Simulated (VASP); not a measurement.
# HC60N3 (a cell with a defect) in VASP: settings compared, part 2 of 2

VASP 6.6.1. Earlier steps stand in the parts before.

### Step 3. Single point, LDA

Input file INCAR:

```
SYSTEM = HC60N3
PREC = Accurate ; ENCUT = 520
EDIFF = 1E-6 ; ISMEAR = 0
SIGMA = 0.03 ; LREAL = .False.
LASPH = .True. ; NELM = 60
ALGO = Normal ; ISIF = 2
LWAVE = .False. ; LCHARG = .True.
GGA = CA ; LELF = .True.
LVHAR = .True.
```

Input file KPOINTS:

```
regular mesh
0
Gamma
  2 2 2
  0 0 0
```

Input file POSCAR:

```
HC60N3
1.0
    7.1400000000      0.0000000000      0.0000000000
    0.0000000000      7.1400000000      0.0000000000
    0.0000000000      0.0000000000      7.1400000000
H C N
1 60 3
Direct
    0.5447440000      0.5447440000      0.5447440000
    0.6286785400      0.6286785400      0.6286785400
    0.5014860000      0.7507060000      0.7507060000
    0.7507060000      0.5014860000      0.7507060000
    0.7507060000      0.7507060000      0.5014860000
    0.4950870000      0.2505090000      0.7494590000
    0.4950870000      0.7494590000      0.2505090000
    0.2505090000      0.4950870000      0.7494590000
    0.7494590000      0.4950870000      0.2505090000
    0.2505090000      0.7494590000      0.4950870000
    0.7494590000      0.2505090000      0.4950870000
    0.6235760000      0.3759650000      0.8734240000
    0.6235760000      0.8734240000      0.3759650000
    0.3759650000      0.6235760000      0.8734240000
    0.8734240000      0.6235760000      0.3759650000
    0.3759650000      0.8734240000      0.6235760000
    0.8734240000      0.3759650000      0.6235760000
    0.5050870000      0.2510410000      0.2510410000
    0.2510410000      0.5050870000      0.2510410000
    0.2510410000      0.2510410000      0.5050870000
    0.1273950000      0.6227350000      0.6227350000
    0.6227350000      0.1273950000      0.6227350000
    0.6227350000      0.6227350000      0.1273950000
    0.9999620000      0.4999560000      0.4999560000
    0.4999560000      0.9999620000      0.4999560000
    0.4999560000      0.4999560000      0.9999620000
    0.1278200000      0.3773090000      0.3773090000
    0.3773090000      0.1278200000      0.3773090000
    0.3773090000      0.3773090000      0.1278200000
    0.6239330000      0.8758650000      0.8758650000
    0.8758650000      0.6239330000      0.8758650000
    0.8758650000      0.8758650000      0.6239330000
    0.0011195000      0.7494200000      0.7494200000
    0.7494200000      0.0011195000      0.7494200000
    0.7494200000      0.7494200000      0.0011195000
    0.1237350000      0.3750450000      0.8761320000
    0.1237350000      0.8761320000      0.3750450000
    0.3750450000      0.1237350000      0.8761320000
    0.8761320000      0.1237350000      0.3750450000
    0.3750450000      0.8761320000      0.1237350000
    0.8761320000      0.3750450000      0.1237350000
    0.9987500000      0.2495250000      0.7493430000
    0.9987500000      0.7493430000      0.2495250000
    0.2495250000      0.9987500000      0.7493430000
    0.7493430000      0.9987500000      0.2495250000
    0.2495250000      0.7493430000      0.9987500000
    0.7493430000      0.2495250000      0.9987500000
    0.1237820000      0.1237820000      0.6246850000
    0.1237820000      0.6246850000      0.1237820000
    0.6246850000      0.1237820000      0.1237820000
    0.0017403000      0.2503660000      0.2503660000
    0.2503660000      0.0017403000      0.2503660000
    0.2503660000      0.2503660000      0.0017403000
    0.1249420000      0.8743930000      0.8743930000
    0.8743930000      0.1249420000      0.8743930000
    0.8743930000      0.8743930000      0.1249420000
    0.9999680000      0.9999680000      0.4998950000
    0.9999680000      0.4998950000      0.9999680000
    0.4998950000      0.9999680000      0.9999680000
    0.1254050000      0.1254050000      0.1254050000
    0.9997840000      0.9997840000      0.9997840000
    0.6351560000      0.3648080000      0.3648080000
    0.3648080000      0.6351560000      0.3648080000
    0.3648080000      0.3648080000      0.6351560000
```

Potentials or basis: VASP PAW LDA potentials, release 64 (H, C, N).

On the command line:

```console
$ cat potpaw_LDA.64/H/POTCAR potpaw_LDA.64/C/POTCAR potpaw_LDA.64/N/POTCAR > POTCAR
$ mpirun -np 1 vasp_std > vasp.out
```

Wall time 4.8 min (1 thread of Intel Xeon Platinum 8488C (Sapphire Rapids), shared host); peak memory 0.39 GiB.

It converged, with:

- Free energy: -635.2694 eV
- Pressure: -12.9 GPa
- Largest force: 3.191 eV/Å
- Band gap on the k mesh: 3.62 eV, indirect (least direct gap 3.69 eV)

Forces in eV/Å, atoms in the order of the input:
```
H   -1.069 -1.069 -1.069
C    1.842  1.842  1.842
C   -0.094 -0.233 -0.233
C   -0.233 -0.094 -0.233
C   -0.233 -0.233 -0.094
C   -0.053  0.073 -0.071
C   -0.053 -0.071  0.073
C    0.073 -0.053 -0.071
C   -0.071 -0.053  0.073
C    0.073 -0.071 -0.053
C   -0.071  0.073 -0.053
C    0.032 -0.017  0.029
C    0.032  0.029 -0.017
C   -0.017  0.032  0.029
C    0.029  0.032 -0.017
C   -0.017  0.029  0.032
C    0.029 -0.017  0.032
C    0.053  0.073  0.073
C    0.073  0.053  0.073
C    0.073  0.073  0.053
C   -0.013 -0.002 -0.002
C   -0.002 -0.013 -0.002
C   -0.002 -0.002 -0.013
C    0.003  0.000  0.000
C    0.000  0.003  0.000
C    0.000  0.000  0.003
C   -0.011 -0.001 -0.001
C   -0.001 -0.011 -0.001
C   -0.001 -0.001 -0.011
C    0.077 -0.096 -0.096
C   -0.096  0.077 -0.096
C   -0.096 -0.096  0.077
C    0.007  0.010  0.010
C    0.010  0.007  0.010
C    0.010  0.010  0.007
C    0.004 -0.006 -0.004
C    0.004 -0.004 -0.006
C   -0.006  0.004 -0.004
C   -0.004  0.004 -0.006
C   -0.006 -0.004  0.004
C   -0.004 -0.006  0.004
C    0.006 -0.002 -0.011
C    0.006 -0.011 -0.002
C   -0.002  0.006 -0.011
C   -0.011  0.006 -0.002
C   -0.002 -0.011  0.006
C   -0.011 -0.002  0.006
C   -0.004 -0.004  0.020
C   -0.004  0.020 -0.004
C    0.020 -0.004 -0.004
C   -0.001 -0.003 -0.003
C   -0.003 -0.001 -0.003
C   -0.003 -0.003 -0.001
C    0.004 -0.002 -0.002
C   -0.002  0.004 -0.002
C   -0.002 -0.002  0.004
C   -0.012 -0.012 -0.020
C   -0.012 -0.020 -0.012
C   -0.020 -0.012 -0.012
C   -0.003 -0.003 -0.003
C    0.001  0.001  0.001
N    0.185 -0.201 -0.201
N   -0.201  0.185 -0.201
N   -0.201 -0.201  0.185
```

Stress tensor (GPa, compression positive):
```
-12.91  -0.56  -0.56
 -0.56 -12.91  -0.56
 -0.56  -0.56 -12.91
```

Levels at points of the mesh, in eV from the valence-band top:
```
           k point  band 126  band 127  band 128  band 129  band 130  band 131
(0.00, 0.00, 0.00)     -0.37      0.00      0.00      3.69      3.86      3.86
(0.50, 0.00, 0.00)     -1.08     -0.67     -0.56      3.62      3.76      4.60
(0.50, 0.50, 0.00)     -1.22     -0.49     -0.29      4.94      4.96      5.18
(0.50, 0.50, 0.50)     -0.91     -0.41     -0.41      4.85      4.85      5.06
```

Caveat: the k mesh is coarse (spacing up to 0.44 Å⁻¹), so the values aren't converged.

### Step 4. Single point, r2SCAN

Changes to INCAR since step 3:

```diff
@@ -7,3 +7,3 @@
 LWAVE = .False. ; LCHARG = .True.
-GGA = CA ; LELF = .True.
-LVHAR = .True.
+METAGGA = R2SCAN ; LMIXTAU = .True.
+LELF = .True. ; LVHAR = .True.
```

KPOINTS is that of step 3.

POSCAR is that of step 3.

Potentials or basis: VASP PAW PBE potentials, release 64 (H, C, N).

On the command line:

```console
$ cat potpaw_PBE.64/H/POTCAR potpaw_PBE.64/C/POTCAR potpaw_PBE.64/N/POTCAR > POTCAR
$ mpirun -np 1 vasp_std > vasp.out
```

OUTCAR:

```text
SYSTEM = HC60N3
   PREC = Accurate
   ENCUT = 520
   EDIFF = 1E-6
   ISMEAR = 0
   LREAL = .False.
   LASPH = .True.
   NELM = 60
   ISIF = 2
   METAGGA = R2SCAN

 ion  position               nearest neighbor table
   1  0.545  0.545  0.545-   2 1.04
   2  0.629  0.629  0.629-   1 1.04   3 1.53   4 1.53   5 1.53
   3  0.501  0.751  0.751-   2 1.53  30 1.54  16 1.55  14 1.55
   4  0.751  0.501  0.751-   2 1.53  31 1.54  17 1.55  12 1.55
   5  0.751  0.751  0.501-   2 1.53  32 1.54  15 1.55  13 1.55
   6  0.495  0.251  0.749-  64 1.48  38 1.54  22 1.56  12 1.56
   7  0.495  0.749  0.251-  63 1.48  40 1.54  23 1.56  13 1.56
[... 932 lines left out ...]
  Total       -6.3296170     -6.3296170     -6.3296170     -1.5507450     -1.5507450     -1.5507450
  in kB      -27.8607871    -27.8607871    -27.8607871     -6.8258438     -6.8258438     -6.8258438
  external PRESSURE =     -27.8607871 kB  Pullay stress =       0.0000000 kB

 VOLUME and BASIS-vectors are now :
 -----------------------------------------------------------------------------
  energy-cutoff  :      520.00
  volume of cell :      363.99
      direct lattice vectors                 reciprocal lattice vectors
     7.140000000  0.000000000  0.000000000     0.140056022  0.000000000  0.000000000
     0.000000000  7.140000000  0.000000000     0.000000000  0.140056022  0.000000000
     0.000000000  0.000000000  7.140000000     0.000000000  0.000000000  0.140056022

 POSITION                                       TOTAL-FORCE (eV/Angst)
 -----------------------------------------------------------------------------------
      3.88947      3.88947      3.88947        -0.618621     -0.618621     -0.618621
      4.48876      4.48876      4.48876         1.395263      1.395263      1.395263
      3.58061      5.36004      5.36004        -0.084925     -0.246570     -0.246570
      5.36004      3.58061      5.36004        -0.246570     -0.084925     -0.246570
      5.36004      5.36004      3.58061        -0.246570     -0.246570     -0.084925
      3.53492      1.78863      5.35114         0.005450     -0.025323      0.026581
[... 56 lines left out ...]
      2.60473      4.53501      2.60473        -0.038125     -0.003715     -0.038125
      2.60473      2.60473      4.53501        -0.038125     -0.038125     -0.003715
 -----------------------------------------------------------------------------------
    total drift:                                0.000175      0.000175      0.000173

  FREE ENERGIE OF THE ION-ELECTRON SYSTEM (eV)
  ---------------------------------------------------
  free  energy   TOTEN  =      -617.3019120769 eV

  energy  without entropy=     -617.3019120769  energy(sigma->0) =     -617.30191208
```

OSZICAR:

```text
N       E                     dE             d eps       ncg     rms          rms(c)
DAV:   1     0.842494007608E+03    0.84249E+03   -0.14214E+05  1288   0.161E+03
DAV:   2    -0.616394371322E+03   -0.14589E+04   -0.13934E+04  1572   0.310E+02
DAV:   3    -0.691547417015E+03   -0.75153E+02   -0.74469E+02  1544   0.693E+01
DAV:   4    -0.693295849125E+03   -0.17484E+01   -0.17419E+01  1592   0.103E+01
[... 10 lines left out ...]
DAV:  15    -0.617297859397E+03   -0.31203E-01   -0.69238E-03  1400   0.268E-01    0.612E-02
DAV:  16    -0.617301830106E+03   -0.39707E-02   -0.16200E-03  1408   0.154E-01    0.197E-02
DAV:  17    -0.617301771156E+03    0.58949E-04   -0.67228E-05  1560   0.255E-02    0.640E-03
DAV:  18    -0.617301911285E+03   -0.14013E-03   -0.37244E-05  1416   0.235E-02    0.412E-03
DAV:  19    -0.617301912077E+03   -0.79182E-06   -0.55079E-06  1504   0.819E-03
   1 F= -.61730191E+03 E0= -.61730191E+03  d E =-.862124E-24
```

It took 15 min on 1 thread of Intel Xeon Platinum 8488C (Sapphire Rapids), shared host; peak memory 0.52 GiB.

Results:

- Free energy: -617.3019 eV
- Pressure: -2.8 GPa
- Largest force: 2.417 eV/Å
- Band gap on the k mesh: 3.93 eV, indirect (least direct gap 4.00 eV)

Forces on the atoms (eV/Å):
```
H   -0.619 -0.619 -0.619
C    1.395  1.395  1.395
C   -0.085 -0.247 -0.247
C   -0.247 -0.085 -0.247
C   -0.247 -0.247 -0.085
C    0.005 -0.025  0.027
C    0.005  0.027 -0.025
C   -0.025  0.005  0.027
C    0.027  0.005 -0.025
C   -0.025  0.027  0.005
C    0.027 -0.025  0.005
C    0.024 -0.005  0.024
C    0.024  0.024 -0.005
C   -0.005  0.024  0.024
C    0.024  0.024 -0.005
C   -0.005  0.024  0.024
C    0.024 -0.005  0.024
C   -0.004 -0.027 -0.027
C   -0.027 -0.004 -0.027
C   -0.027 -0.027 -0.004
C   -0.001 -0.026 -0.026
C   -0.026 -0.001 -0.026
C   -0.026 -0.026 -0.001
C    0.005  0.002  0.002
C    0.002  0.005  0.002
C    0.002  0.002  0.005
C    0.002  0.023  0.023
C    0.023  0.002  0.023
C    0.023  0.023  0.002
C    0.062 -0.104 -0.104
C   -0.104  0.062 -0.104
C   -0.104 -0.104  0.062
C    0.010  0.022  0.022
C    0.022  0.010  0.022
C    0.022  0.022  0.010
C    0.012  0.016 -0.013
C    0.012 -0.013  0.016
C    0.016  0.012 -0.013
C   -0.013  0.012  0.016
C    0.016 -0.013  0.012
C   -0.013  0.016  0.012
C    0.007 -0.018 -0.005
C    0.007 -0.005 -0.018
C   -0.018  0.007 -0.005
C   -0.005  0.007 -0.018
C   -0.018 -0.005  0.007
C   -0.005 -0.018  0.007
C    0.004  0.004  0.006
C    0.004  0.006  0.004
C    0.006  0.004  0.004
C   -0.001 -0.018 -0.018
C   -0.018 -0.001 -0.018
C   -0.018 -0.018 -0.001
C    0.009 -0.006 -0.006
C   -0.006  0.009 -0.006
C   -0.006 -0.006  0.009
C   -0.012 -0.012 -0.021
C   -0.012 -0.021 -0.012
C   -0.021 -0.012 -0.012
C    0.003  0.003  0.003
C   -0.001 -0.001 -0.001
N   -0.004 -0.038 -0.038
N   -0.038 -0.004 -0.038
N   -0.038 -0.038 -0.004
```

Stress tensor (GPa, compression positive):
```
-2.79 -0.68 -0.68
-0.68 -2.79 -0.68
-0.68 -0.68 -2.79
```

Levels at points of the mesh, in eV from the valence-band top:
```tsv
k point	band 126	band 127	band 128	band 129	band 130	band 131
(0.00, 0.00, 0.00)	-0.35	0.00	0.00	4.00	4.17	4.17
(0.50, 0.00, 0.00)	-1.22	-0.81	-0.68	3.93	4.07	4.94
(0.50, 0.50, 0.00)	-1.20	-0.56	-0.36	5.35	5.38	5.61
(0.50, 0.50, 0.50)	-1.05	-0.52	-0.52	5.25	5.25	5.45
```

Caveat: the k mesh is coarse (spacing up to 0.44 Å⁻¹), so the values aren't converged; the PAW data sets were made with another functional, which shifts forces and pressure a little. r2SCAN opens gaps a little over a GGA but as a rule still falls short of measured ones.

### Step 5. The runs side by side

```csv
level,potentials or basis,gap on the mesh (eV),pressure (GPa),largest force (eV/Å)
PBE,"VASP PAW PBE potentials, release 64 (H, C, N)",3.67,1.1,2.65
LDA,"VASP PAW LDA potentials, release 64 (H, C, N)",3.62,-12.9,3.19
r2SCAN,"VASP PAW PBE potentials, release 64 (H, C, N)",3.93,-2.8,2.42
```

Alike in all rows: task single point; no spin polarisation; cell as given; k mesh 2 × 2 × 2; cutoff (eV) 520; smearing gaussian 0.03 eV; the mesh is coarse, so values aren't converged.

Caveats: all runs use coarse meshes; the PAW data sets were made with another functional, which shifts forces and pressure a little (some runs).

Absolute energies hang on the potentials; compare differences alone.
